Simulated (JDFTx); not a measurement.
Write the native input for JDFTx 1.7.0 (patched build) that does the following.

* Task: relaxation of cell and atoms
* Functional: PBE
* Potentials or basis: PseudoDojo-SR-PBE-0.5-stringent with smoothed tails
* Cutoff: 898 eV
* Density cutoff: 3592 eV
* k mesh: 10 × 10 × 10
* Occupations: fermi-dirac, width 0.05 eV
* Spin: no spin polarisation
* Local potential set to -Z/r beyond: 6 bohr
* Bands: 11
* Density cutoff over wavefunction cutoff: 4
* Max SCF steps: 100
* SCF threshold on the energy: 1e-09 Ha
* Solver of the electrons: scf
* Further solve for the empty bands: no

Crystal: Zr.

```
CELL_PARAMETERS angstrom
-1.81000 1.81000 1.81000
1.81000 -1.81000 1.81000
1.81000 1.81000 -1.81000
ATOMIC_POSITIONS crystal
Zr 0.00000 0.00000 0.00000
```

This isn't the form of Zr at room conditions, which is hcp.

The input as run:

Zr.in

```
lattice \
   -3.4204042856     3.4204042856     3.4204042856 \
    3.4204042856    -3.4204042856     3.4204042856 \
    3.4204042856     3.4204042856    -3.4204042856
coords-type Lattice
ion Zr     0.0000000000     0.0000000000     0.0000000000 1

ion-species pseudo/Zr.upf
elec-cutoff 33
elec-ex-corr gga-PBE
kpoint-folding 10 10 10
elec-smearing Fermi 0.0018374661
elec-n-bands 11
electronic-SCF nIterations 100 energyDiffThreshold 1e-09
electronic-minimize nIterations 30 energyDiffThreshold 1e-7
forces-output-coords Cartesian
lattice-minimize nIterations 40 energyDiffThreshold 1e-6

dump-name run.$VAR
dump End Ecomponents EigStats BandEigs Kpoints Forces Stress ElecDensity Dtot KEdensity
```

Potentials or basis: PseudoDojo-SR-PBE-0.5-stringent with smoothed tails.

Command:

```bash
$ jdftx -c 1 -i Zr.in -o Zr.out
```

It gave:

```json
{"Relaxed volume": "22.75 Å³/atom", "Relaxed cell": "a = 3.092 Å, b = 3.092 Å, c = 3.092 Å, α = 109.47°, β = 109.47°, γ = 109.47°", "Space group after relaxing (to 0.05 Å)": "Im-3m (No. 229)", "Energy gained by relaxing": "10.3 meV/atom", "Ionic steps": "5", "Pressure after relaxing": "0.0 GPa", "Band gap on the k mesh": "none (metal or under the smearing width)"}
```

Wall time 66 s on 1 thread of Arm Neoverse V1 (shared host), peak memory 0.06 GiB.
